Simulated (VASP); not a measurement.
**VASP 6.6.1 run: LiH**

INCAR

```
LREAL = .FALSE.
ISIF = 2
ENCUT = 520
NELM = 78
IBRION = -1
SIGMA = 0.02
EDIFF = 1E-9
NSW = 0
AMIX = 0.4
ISMEAR = -1
NBANDS = 9
IMIX = 1
LASPH = .TRUE.
LWAVE = .FALSE.
LCHARG = .FALSE.
PREC = Accurate
GGA = PE
```

KPOINTS

```
KPOINTS created by Atomic Simulation Environment
0
Gamma
10 10 10
0 0 0
```

POSCAR

```
Li H
 1.0000000000000000
     0.0000000000000000    2.0029948411000000    2.0130098152999998
     2.0029948411000000    0.0000000000000000    2.0130098152999998
     2.0029948411000000    2.0029948411000000    0.0000000000000000
 Li  H
   1   1
Cartesian
  0.0000000000000000  0.0000000000000000  0.0000000000000000
  2.0029948411000000  2.0029948411000000  2.0130098152999998
```

The recommended PBE PAW datasets give the neutral cell 4 valence electrons.

Command

```
mpirun -np 1 vasp_std
```

Problem. How does this run end, and what does it give?

Solution. It converged. Results: gap between bands v and c on the k mesh 2.92 eV; least direct gap on the k mesh 2.96 eV; pressure -0.4 GPa. Band v is the last that the valence electrons fill when counted band by band, and c is the next.

OSZICAR

```
N       E                     dE             d eps       ncg     rms          rms(c)
DAV:   1    -0.145177335088E+01   -0.14518E+01   -0.14861E+03  1868   0.408E+02
DAV:   2    -0.631208533675E+01   -0.48603E+01   -0.48116E+01  2633   0.554E+01
DAV:   3    -0.636902311734E+01   -0.56938E-01   -0.56919E-01  2218   0.527E+00
DAV:   4    -0.636939173743E+01   -0.36862E-03   -0.36855E-03  2662   0.319E-01
DAV:   5    -0.636939297427E+01   -0.12368E-05   -0.12368E-05  2261   0.118E-02    0.287E+00
DAV:   6    -0.618608666591E+01    0.18331E+00   -0.14983E-01  2027   0.119E+00    0.144E+00
DAV:   7    -0.613959830681E+01    0.46488E-01   -0.49924E-02  2306   0.874E-01    0.719E-01
DAV:   8    -0.612910478723E+01    0.10494E-01   -0.11980E-02  2229   0.424E-01    0.372E-01
DAV:   9    -0.612703324914E+01    0.20715E-02   -0.33328E-03  2427   0.233E-01    0.203E-01
DAV:  10    -0.612677478388E+01    0.25847E-03   -0.86785E-04  2366   0.123E-01    0.117E-01
...
DAV:  17    -0.612697262233E+01   -0.20445E-05   -0.57607E-07  2374   0.392E-03    0.538E-03
DAV:  18    -0.612697352158E+01   -0.89925E-06   -0.24390E-07  2378   0.255E-03    0.352E-03
DAV:  19    -0.612697391075E+01   -0.38916E-06   -0.10462E-07  2313   0.167E-03    0.229E-03
DAV:  20    -0.612697407603E+01   -0.16528E-06   -0.45297E-08  2335   0.110E-03    0.150E-03
DAV:  21    -0.612697414445E+01   -0.68423E-07   -0.19705E-08  2287   0.722E-04    0.975E-04
DAV:  22    -0.612697417165E+01   -0.27202E-07   -0.86029E-09  2283   0.476E-04    0.636E-04
DAV:  23    -0.612697418176E+01   -0.10105E-07   -0.37662E-09  2263   0.315E-04    0.414E-04
DAV:  24    -0.612697418498E+01   -0.32211E-08   -0.16498E-09  2262   0.208E-04    0.270E-04
DAV:  25    -0.612697418563E+01   -0.64591E-09   -0.72383E-10  1930   0.138E-04
   1 F= -.61269742E+01 E0= -.61269742E+01  d E =-.962517E-14
```

Standard output (part)

```
POSCAR found type information on POSCAR LiH
 POSCAR found :  2 types and       2 ions
 LDA part: xc-table for (Slater+PW92), standard interpolation
 POSCAR, INCAR and KPOINTS ok, starting setup
 WAVECAR not read
 entering main loop
```

For comparison, a separate PBE run of the intended cell, on usual settings and not on those above, gives a gap of 2.92 eV on its mesh and a pressure of -0.4 GPa.
